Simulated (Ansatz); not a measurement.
# Thallium, omega (AlB2-type) under revPBE: ground state and equation of state

What does revPBE give for thallium in the omega (AlB2-type) structure? We relax it, solve it on a dense k-mesh, then scale the cell to 7 volumes from 88 to 112 % of the relaxed one and try a fit of the equation of state. Spin polarisation is left out. The k-meshes are 7×7×10 for the relaxation; 9×9×12 for the dense run; 7×7×10 for the volumes.

Method: DFT revPBE, plane waves (420 eV) with PAW, scalar-relativistic; PAW files made under PBE, frozen cores solved again for the functional, in Ansatz 0.2.0.

### 1 The structure to begin with

Symmetry: P6/mmm, No. 191, hexagonal system. The conventional cell has a = 5.411 Å, b = 5.411 Å, c = 3.317 Å, α = 90.00°, β = 90.00°, γ = 120.00°. Tl (site symmetry 6/mmm) has 14 Tl at 3.32 to 3.54 Å as nearest neighbours. Around Tl (site symmetry -6m2) lie 11 Tl at 3.12 to 3.54 Å.

As a file:

```cif
data_structure
_symmetry_space_group_name_H-M 'P6/mmm'
_symmetry_Int_Tables_number 191
_cell_length_a 5.4111
_cell_length_b 5.4111
_cell_length_c 3.3170
_cell_angle_alpha 90.000
_cell_angle_beta 90.000
_cell_angle_gamma 120.000
_cell_volume 84.11
loop_
_atom_site_label
_atom_site_type_symbol
_atom_site_symmetry_multiplicity
_atom_site_Wyckoff_symbol
_atom_site_fract_x
_atom_site_fract_y
_atom_site_fract_z
_atom_site_occupancy
Tl1 Tl 1 a 0.00000 0.00000 0.00000 1
Tl2 Tl 2 d 0.33333 0.66667 0.50000 1
```

### 2 Geometry optimisation

File input.yaml:

```yaml
crystal:
  lattice:
    - [5.4111348334, 0.0, 0.0]
    - [-2.7055674167, 4.686180229, 0.0]
    - [0.0, 0.0, 3.3170256529]
  atoms:
    - { symbol: Tl, position: [0.0, 0.0, 0.0] }
    - { symbol: Tl, position: [0.3333333333, 0.6666666667, 0.5] }
    - { symbol: Tl, position: [0.6666666667, 0.3333333333, 0.5] }
hamiltonian:
  xc: revpbe
  pseudopotentials:
    kind: paw
    azcp:
      Tl: "pseudopotentials/Tl.paw.azcp"
basis:
  ecutwfc: 420
  fft_grid_basis: typed
kpoints:
  mp_grid: { grid: [7, 7, 10], shift: [0, 0, 0] }
magnetization:
  spin_polarized: false
scf:
  occupations: { method: fermi_dirac, width: 0.1 }
relax:
  max_steps: 60
  f_tol: 0.01
  cell: {}
output:
  write_density: true
  write_potential: true
  elf: true
  volumetric_format: npy
```

After this run come: The energy on a finer k-mesh; At 88 % of the relaxed volume; At 92 % of the relaxed volume; At 96 % of the relaxed volume; At 100 % of the relaxed volume; At 104 % of the relaxed volume; At 108 % of the relaxed volume; At 112 % of the relaxed volume.

Before running it: what results should come out? Wanted: space group; conventional cell; volume; shortest distance; gap on the mesh; relative to hcp; V₀, B₀, B₀′.

As calculated:

| quantity | value |
| --- | --- |
| space group (spins left aside) | P6/mmm (No. 191) |
| conventional cell | a = 5.729 Å, c = 3.523 Å (c/a = 0.615) |
| volume | 33.377 Å³/atom |
| shortest distance | 3.308 Å |
| gap on the mesh | none (levels filled in part) |
| relative to hcp | +12 meV/atom |
| V₀, B₀, B₀′ | 33.226 Å³/atom, 21 GPa, 5.6 |

The relaxation enlarged the cell by 19.0 % in volume. It lies 12 meV/atom above the element's reference form at the same level (hcp, from a run of its own). No gap shows: it is a metal or semimetal at this level. B₀ comes out at 21 GPa; letting shape and positions relax at each volume could only lower it. Relaxation kept the symmetry; phonons were not checked.
